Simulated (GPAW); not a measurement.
Crystal: In3Sb.

```
Sb In
1.0
     4.83696    0.00000    0.00000
     0.00000    4.83696    0.00000
     0.00000    0.00000    4.83696
Sb In
1 3
Direct
  0.00000 0.00000 0.00000
  0.00000 0.50000 0.50000
  0.50000 0.00000 0.50000
  0.50000 0.50000 0.00000
```

The cell comes from a database or a generator and needn't be the stable form of this composition.

| Property | Result |
| --- | --- |
| Program | GPAW 26.7.0 |
| Task | relaxation of cell and atoms |
| Functional | PBEsol |
| Dispersion | D3 |
| Potentials or basis | PAW data sets generated in the run's folder for this functional |
| Cutoff | 600 eV |
| Basis | pw |
| k mesh | 6 × 6 × 6 |
| Occupations | fermi-dirac, width 0.05 eV |
| Spin | no spin polarisation |

At the start: pressure -3.8 GPa; volume 28.29 Å³/atom.

Where does the relaxation end?

Over 4 steps the energy falls by 34.2 meV/atom and the volume is 25.66 Å³/atom (-9.3 %); space group Pm-3m (No. 221, to 0.05 Å).

Step by step:
| step | energy change (eV) | largest force (eV/Å) | pressure (GPa) | volume (Å³) |
| --- | --- | --- | --- | --- |
| 1 | 0.0000 | 0.0000 | -3.80 | 113.17 |
| 2 | -0.0183 | 0.0000 | -3.58 | 112.36 |
| 3 | -0.1338 | 0.0000 | 0.68 | 101.06 |
| 4 | -0.1367 | 0.0000 | -0.10 | 102.63 |

Final structure:
```
Sb In
1.0
     4.68197    0.00000    0.00000
     0.00000    4.68197    0.00000
     0.00000    0.00000    4.68197
Sb In
1 3
Cartesian
  0.0000 0.0000 0.0000
  0.0000 2.3410 2.3410
  2.3410 0.0000 2.3410
  2.3410 2.3410 0.0000
```

Caveat: later steps reuse the first step's grids; pairwise dispersion overbinds metals, which lowers pressure and volume.
